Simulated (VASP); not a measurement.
Input of a VASP 6.6.1 run:

INCAR

```
SYSTEM = H2CO2
  PREC = Accurate
  ENCUT = 520
  EDIFF = 1E-6
  ISMEAR = -1
  SIGMA = 0.02
  LREAL = Auto
  LASPH = .True.
  NELM = 60
  ALGO = Fast
  ISIF = 2
  LWAVE = .False.
  LCHARG = .False.
  GGA = PS
  NBANDS = 98
```

The input KPOINTS:

```
regular mesh
0
Gamma
  1 1 1
  0 0 0
```

The input POSCAR:

```
H2CO2
1.0
    7.3876590000      0.0000000000      0.0000000000
    0.0000000000      7.3876590000      0.0000000000
    0.0000000000      0.0000000000      7.3876590000
O C H
16 8 16
Direct
    0.8491729247      0.4570189285      0.1238958106
    0.9955657130      0.5374503615     -0.1406670232
    0.5280427805      0.8167404586      0.5038267197
    0.3033166528      0.9013951510      0.3247307435
    0.4164512737      0.4520376482      0.5754732318
    0.2638995655      0.7047157970      0.6743137440
    0.2148177115      0.0348960340      0.0115733550
    0.3629431191      0.2432976400      0.1834004520
    0.7192535552     -0.0235663287      0.8080908986
    0.6598165941      0.1934983734      0.6056993156
    0.0643099526      0.1929163217      0.3900965110
    0.1280919977      0.1713262618      0.6859141712
    0.4400446745      0.5666341665      0.1120381978
    0.5867758650      0.5025137192     -0.1480035827
    0.9832208011      0.8697883863      0.5569964721
    0.9838028528      0.7312600649      0.2811986855
    0.9287515842      0.4199300482     -0.0395253760
    0.4692961600      0.8717646551      0.3475255152
    0.2730228886      0.5616122780      0.5842987609
    0.2943422267      0.1929298578      0.0387132108
    0.6303756034      0.1153545392      0.7467047410
    0.0481343278      0.2420117117      0.5602315970
    0.5180802200      0.6050495834     -0.0402021804
    0.9273167589      0.8434606957      0.3936565020
    0.8828236387      0.5863156380      0.1373236095
    0.9300781208      0.2705863928     -0.0738393583
    0.4281735256      0.7920506347      0.5865051432
    0.5651722691      0.8684753858      0.2304248206
    0.5217755719      0.4793670092      0.6599925633
    0.1631369288      0.5208415819      0.4901417350
    0.2425260830     -0.0420566244      0.1280378534
    0.3148900078      0.2804677368     -0.0752335753
    0.8095934044     -0.0527772059      0.7146106771
    0.5360696805      0.1585617311      0.8583910005
    0.1709743235      0.1132158374      0.3740021027
   -0.0453188216      0.3514239084      0.5793986972
    0.4372697765      0.4279704843      0.1372423930
    0.4851875269      0.7465016997     -0.0491495344
    1.1002673513      0.8062229185      0.6038584076
    0.8207877489      0.9354654837      0.3622663147
```

Potentials or basis: VASP PAW PBE potentials, release 64 (O, C, H).

Run with:

```console
$ cat potpaw_PBE.64/O/POTCAR potpaw_PBE.64/C/POTCAR potpaw_PBE.64/H/POTCAR > POTCAR
$ mpirun -np 1 vasp_gam > vasp.out
```

(1) What does it give for the band gap on the k mesh?

(2) What does it give for the largest force?

(3) Predict the pressure.

## Answers

(1) 3.79 eV, direct.

(2) 3.167 eV/Å.

(3) 3.0 GPa.

Caveat: the standard files for N, O and F lose accuracy on very short bonds; the PAW data sets were made with another functional, which shifts forces and pressure a little.
